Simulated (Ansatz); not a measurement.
A (111) slab of TiN (Fm-3m (No. 225)), 9 planes, outer planes Ti (top) and Ti (bottom), with 9 atoms (Ti5N4) in a surface cell of A = 7.653 Å², as cut from the bulk:

```
CELL_PARAMETERS angstrom
2.97263 0.00000 0.00000
-1.48632 2.57437 0.00000
0.00000 0.00000 24.70857
ATOMIC_POSITIONS crystal
Ti 0.66667 0.33333 0.30354
N 0.00000 0.00000 0.35265
Ti 0.33333 0.66667 0.40177
N 0.66667 0.33333 0.45088
Ti 0.00000 0.00000 0.50000
N 0.33333 0.66667 0.54912
Ti 0.66667 0.33333 0.59823
N 0.00000 0.00000 0.64735
Ti 0.33333 0.66667 0.69646
```

Computed with DFT PBEsol, scalar-relativistic, plane waves, PAW (Ansatz). Plane waves to 420 eV, a k mesh through Γ of 12×12×1 on the computed 9-atom cell and Gaussian smearing (0.10 eV); no spin polarisation.

The relaxed slab holds 4 formula units of TiN and 1 further Ti. Against those formula units in the bulk and the further Ti in its standard state it lies 1.810 eV higher. The formation energy of TiN from the standard states is -3.856 eV a formula unit (uncorrected, no zero-point or thermal terms).

Q: Over what range can the chemical potential of Ti vary, and what is the surface energy at both ends?

A: In contact with the bulk, μ(Ti) + μ(N) is fixed. With Δμ counted from the standard states, Δμ(Ti) ≤ 0 keeps elemental Ti from forming, and Δμ(N) ≤ 0 requires Δμ(Ti) ≥ ΔH = -3.856 eV. Other compounds of Ti and N can narrow this range. Then γ, the mean of both faces, = [1.810 eV − 1.00·Δμ(Ti)]/(2A). At the Ti-rich end (Δμ = 0): 1.810/(2 × 7.653) × 16.02 = 1.89 J/m². At the Ti-poor end: (1.810 + 3.856)/(2 × 7.653) × 16.02 = 5.93 J/m².

Q: How does its energy depend on growth conditions?

A: It carries an excess of Ti, so its energy falls by 1.05 J/m² for each eV that μ(Ti) rises: Ti-rich conditions lower it; whether it appears depends on the other terminations.

Spin polarisation was left out, and a magnetic state may lie lower.